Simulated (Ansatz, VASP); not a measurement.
Two plane-wave programs on Fe

File INCAR:

```
  ALGO = Normal
  EDIFF = 1E-6
  ENCUT = 520
  GGA = PE
  ISIF = 2
  ISMEAR = -1
  ISPIN = 2
  LASPH = True
  LCHARG = False
  LMAXMIX = 4
  LORBIT = 11
  LREAL = False
  LWAVE = False
  MAGMOM = 4
  NBANDS = 14
  NELM = 150
  PREC = Accurate
  SIGMA = 0.1
```

File KPOINTS:

```
k-points
0
Gamma
  13 13 13
```

File POSCAR:

```
Fe
1.0
    0.0000000000      1.7775000000      1.7775000000
    1.7775000000      0.0000000000      1.7775000000
    1.7775000000      1.7775000000      0.0000000000
Fe
1
Direct
    0.0000000000      0.0000000000      0.0000000000
```

Input for Ansatz:

```yaml
crystal:
  lattice:
    - [0.0, 1.7775, 1.7775]
    - [1.7775, 0.0, 1.7775]
    - [1.7775, 1.7775, 0.0]
  atoms:
    - { symbol: Fe, position: [0.0, 0.0, 0.0], spin: 4.0 }
magnetization:
  spin_polarized: true
hamiltonian:
  xc: pbe
  pseudopotentials: { kind: paw }
basis:
  ecutwfc: 420
kpoints:
  mp_grid: { grid: [13, 13, 13] }
scf:
  occupations: { method: fermi_dirac, width: 0.1 }
  lower_state_search: "off"
  algorithm: direct_min
  max_iter: 150
output:
  forces: true
  stress: true
  write_density: true
  write_potential: true
  elf: true
  volumetric_format: npy
```

Alike in both runs: task single point; functional PBE; k mesh 13 × 13 × 13; occupations fermi-dirac, width 0.1 eV; collinear spin.

```csv
,VASP,Ansatz
version,VASP 6.6.1,Ansatz 0.2.0
potentials or method,"VASP PAW PBE potentials, release 64 (Fe)","PAW, plane waves, scalar-relativistic"
plane-wave cutoff (eV),520,420
valence electrons in the cell,8,16
```

|  | VASP | Ansatz | Ansatz less VASP |
| --- | --- | --- | --- |
| pressure (GPa) | -8.9 | -10.0 | -1.06 |
| net moment per atom (μB) | 1.42 | 1.32 | -0.093 |
| size of the moment on the site where the two differ most (μB) | 1.41 | 1.35 | -0.061 |

Site moments also hang on the region over which each program counts them. The two sets of potentials don't hold the same shells in valence. Ansatz warned: «stability_check_not_made».
